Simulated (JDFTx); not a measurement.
The system is Fe.

```xyz
1
Lattice="-1.4430 1.4430 1.4430 1.4430 -1.4430 1.4430 1.4430 1.4430 -1.4430" Properties=species:S:1:pos:R:3 pbc="T T T"
Fe    0.0000    0.0000    0.0000
```

- Program: JDFTx 1.7.0 (patched build)
- Task: relaxation of cell and atoms
- Functional: PBE
- Potentials or basis: PseudoDojo-SR-PBE-0.5-stringent with smoothed tails
- Cutoff: 1605 eV
- Density cutoff: 6422 eV
- k mesh: 8 × 8 × 8
- Occupations: fermi-dirac, width 0.05 eV
- Spin: collinear spin, ferromagnetic start
- Starting moments: [3.0] μB

At the start: pressure -6.8 GPa; volume 12.02 Å³/atom.

Problem. How do energy, volume and symmetry change on relaxing?

Solution. Over 6 steps the energy falls by 10.8 meV/atom and the volume is 11.55 Å³/atom (-3.9 %); space group Im-3m (No. 229, to 0.05 Å); moment 2.35 μB per cell.

Step by step:
| step | energy change (eV) | largest force (eV/Å) | pressure (GPa) | volume (Å³) |
| --- | --- | --- | --- | --- |
| 1 | 0.0000 | 0.0000 | -6.75 | 12.02 |
| 2 | -0.0041 | 0.0000 | -5.53 | 11.91 |
| 3 | -0.0105 | 0.0000 | 1.21 | 11.48 |
| 4 | -0.0108 | 0.0000 | 0.00 | 11.55 |
| 5 | -0.0108 | 0.0000 | 0.00 | 11.55 |
| 6 | -0.0108 | 0.0000 | 0.00 | 11.55 |

Final structure:
```
Fe
1.0
    -1.42385    1.42385    1.42385
     1.42385   -1.42385    1.42385
     1.42385    1.42385   -1.42385
Fe
1
Direct
  0.00000 0.00000 0.00000
```

Caveat: the k mesh is coarse (spacing up to 0.38 Å⁻¹), so the values aren't converged.
